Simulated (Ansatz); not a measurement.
Here is an Ansatz 0.2.0 calculation.

Contents of input.yaml:

```yaml
crystal:
  lattice:
    - [3.9855, 0.0, 0.0]
    - [0.0, 2.8369, 2.84515]
    - [0.0, -2.8369, 2.84515]
  atoms:
    - { symbol: Ba, position: [0.0, 0.0, 0.0] }
    - { symbol: Ti, position: [0.5, 0.5124, 0.5124] }
    - { symbol: O, position: [0.5, 0.99184, 0.50524] }
    - { symbol: O, position: [0.5, 0.50524, 0.99184] }
    - { symbol: O, position: [0.0, 0.4874, 0.4874] }
hamiltonian:
  xc: pbe
  pseudopotentials: { kind: nc, accuracy: standard }
kpoints:
  mp_grid: { grid: [7, 7, 7] }
  band_path:
    path:
      - [[0.0, 0.0, 0.0], [0.0, 0.4985522663, -0.4985522663], [0.0, 0.0, -0.5], [-0.5, 0.0, -0.5], [-0.5, 0.4985522663, -0.4985522663], [-0.5, 0.0, 0.0], [0.0, 0.0, 0.0], [0.0, -0.5, -0.5], [0.0, -0.4985522663, -0.5014477337], [-0.5, -0.4985522663, -0.5014477337], [-0.5, -0.5, -0.5], [0.0, -0.5, -0.5]]
      - [[-0.5, 0.0, 0.0], [-0.5, -0.5, -0.5]]
    npoints: 14
scf:
  occupations: { method: fermi_dirac, width: 0.05 }
  n_extra_bands: 12
output:
  forces: true
  stress: true
  eigenvalues: true
  fatbands: false
```

Potentials or basis: PseudoDojo standard (PBE files).

Command:

```sh
$ ansatz run input.yaml --threads 2 --pin off --max-ram 5632MiB --backend cpu --events-out ev --progress --plain --runs-dir out
```

Estimate the largest force.

0.270 eV/Å.

What does it give for the pressure?

1.9 GPa.

Estimate the band gap along the path.

1.93 eV, indirect (least direct gap 2.11 eV).

Forces on the atoms (eV/Å):
```
Ba   0.000  0.000  0.158
Ti   0.000  0.000  0.175
O    0.000 -0.001 -0.270
O    0.000  0.001 -0.270
O    0.000  0.000  0.208
```

Caveat: the k mesh misses the band edges, so the gap on the mesh is wider than the one along the path; spin-orbit coupling is left out, which moves the levels of the heavy elements. PBE gaps usually lie below the measured ones, often by a third to a half.
